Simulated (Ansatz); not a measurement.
Two-dimensional strain map in C

Method: DFT PBE, scalar-relativistic, plane waves, PAW (Ansatz 0.2.0). The runs took a 420 eV cutoff, a Γ-centred 12×12×12 mesh and Gaussian smearing (0.05 eV). No spin polarisation. Energies are free energies at this smearing, counted from the undisturbed cell; pressure is positive in compression.

Zero of the scan (as given, not relaxed at this level; it stands at 1.8 GPa):

```
C
1.0
     0.00000    1.78340    1.78340
     1.78340    0.00000    1.78340
     1.78340    1.78340    0.00000
C
2
Direct
  0.50000 0.50000 0.50000
  0.75000 0.75000 0.75000
```

The cell is strained by p along both x and y and by q along z, fractional coordinates fixed. Points are written (p, q).

Energy above the undisturbed cell in meV/atom (a dash: not computed):

```
 p \ q  -0.080  -0.040  0.000  0.040  0.080
-0.080   571.6   407.7  327.7  322.9  385.1
-0.040   260.7   132.0   78.1   91.3  164.7
 0.000   133.7    33.6    0.0   26.5  106.9
 0.040   151.5    74.7   57.0   92.9  177.0
 0.080   281.8   224.0  218.7  261.1  346.4
```

Pressure in GPa:

| p \ q | -0.080 | -0.040 | 0.000 | 0.040 | 0.080 |
| --- | --- | --- | --- | --- | --- |
| -0.080 | 174.2 | 134.5 | 100.8 | 72.5 | 48.7 |
| -0.040 | 99.5 | 69.0 | 43.4 | 22.0 | 4.3 |
| 0.000 | 44.4 | 21.1 | 1.8 | -14.2 | -27.3 |
| 0.040 | 4.2 | -13.5 | -28.0 | -39.7 | -49.2 |
| 0.080 | -24.7 | -37.9 | -48.6 | -57.2 | -63.8 |

Gap on the k-mesh in eV:

| p \ q | -0.080 | -0.040 | 0.000 | 0.040 | 0.080 |
| --- | --- | --- | --- | --- | --- |
| -0.080 | 4.78 | 4.05 | 3.39 | 2.79 | 2.24 |
| -0.040 | 3.37 | 4.45 | 3.81 | 3.23 | 2.70 |
| 0.000 | 2.19 | 3.21 | 4.16 | 3.59 | 3.07 |
| 0.040 | 1.21 | 2.17 | 3.06 | 3.90 | 3.39 |
| 0.080 | 0.40 | 1.30 | 2.13 | 2.92 | 3.66 |